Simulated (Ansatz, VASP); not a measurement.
**BeS in VASP and in Ansatz**

The input INCAR:

```
SYSTEM = BeS
PREC = Accurate
ENCUT = 520
EDIFF = 1E-7
ISMEAR = 0
SIGMA = 0.01
LREAL = .FALSE.
LASPH = .TRUE.
NELM = 60
ALGO = Normal
ISIF = 2
LWAVE = .FALSE.
LCHARG = .FALSE.
NBANDS = 11
```

File KPOINTS:

```
Automatic mesh
0
G
  8 8 8
  0 0 0
```

File POSCAR:

```
BeS
1.0
    2.4461314200      2.4461314200      0.0000000000
   -2.4461314200      2.4461314200      0.0000000000
    0.0000000000      2.4461314200      2.3581345018
Be S
1 1
Direct
    0.0000000000      0.0000000000      0.0000000000
    0.7500000000      0.2500000000      0.5000000000
```

Input for Ansatz:

```yaml
crystal:
  lattice:
    - [2.44613142002, 2.44613142002, 0.0]
    - [-2.44613142002, 2.44613142002, 0.0]
    - [0.0, 2.44613142002, 2.35813450185]
  atoms:
    - { symbol: Be, position: [0.0, 0.0, 0.0] }
    - { symbol: S, position: [0.75, 0.25, 0.5] }
kpoints:
  mp_grid: { grid: [8, 8, 8] }
scf:
  occupations: { method: fixed }
  convergence: { dr2_threshold: 1.0e-10 }
hamiltonian:
  xc: lda
  pseudopotentials: { kind: all_electron, lapw: { basis_error: 0.0005 } }
output:
  forces: true
  stress: true
  eigenstates:
    kpoints:
      - [0.0, 0.0, 0.0]
      - [-0.5, 0.5, 0.0]
      - [-0.5, -0.5, -0.5]
      - [0.0, 0.0, -0.5]
      - [0.0, -0.5, -0.5]
      - [0.0, 0.5, 0.0]
      - [-0.5, 0.0, 0.0]
      - [-0.5, 0.0, -0.5]
  eigenvalues: true
```

Change from the starting cell: film at in-plane strain +0.02.

Alike in both runs: task single point; functional LDA; k mesh 8 × 8 × 8; no spin polarisation.

|  | VASP | Ansatz |
| --- | --- | --- |
| version | VASP 6.6.1 | Ansatz 0.2.0 |
| potentials or method | VASP PAW LDA potentials, release 64 (Be, S) | all-electron LAPW, scalar-relativistic |
| plane-wave cutoff (eV) | 520 | see its input |
| occupations | gaussian, width 0.01 eV | fixed |

|  | VASP | Ansatz | Ansatz less VASP |
| --- | --- | --- | --- |
| gap on the k mesh at the Fermi level (eV) | 2.57 | 2.57 | -0.005 |
| pressure (GPa) | -2.2 | -2.3 | -0.06 |
| largest component of the traceless stress (GPa) | 2.24 | 2.25 | +0.004 |

Ansatz ran all-electron here, so the differences hold the error of VASP's frozen core and of both bases.

A k mesh can miss the band edges.
